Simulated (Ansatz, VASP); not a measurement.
# One calculation of Re, two programs

```
CELL_PARAMETERS angstrom
0.00000 1.91575 1.97500
1.91575 0.00000 1.97500
1.91575 1.91575 0.00000
ATOMIC_POSITIONS crystal
Re 0.00000 0.00000 0.00000
```

Change from the starting cell: equal xx and yy strain of -3 %.

Alike in both runs: task single point; functional LDA; k mesh 14 × 14 × 14; occupations fermi-dirac, width 0.03 eV; no spin polarisation.

```csv
,VASP,Ansatz
version,VASP 6.6.1,Ansatz 0.2.0
potentials or method,"VASP PAW LDA potentials, release 64 (Re), cutoff 520 eV","all-electron LAPW, scalar-relativistic"
```

```tsv
	VASP	Ansatz	Ansatz less VASP
pressure (GPa)	-1.8	-3.2	-1.35
largest component of the traceless stress (GPa)	5.71	5.73	+0.019
```

Ansatz ran all-electron here, so the differences hold the error of VASP's frozen core and of both bases.

Spin-orbit coupling is left out, which matters for the levels of Re.
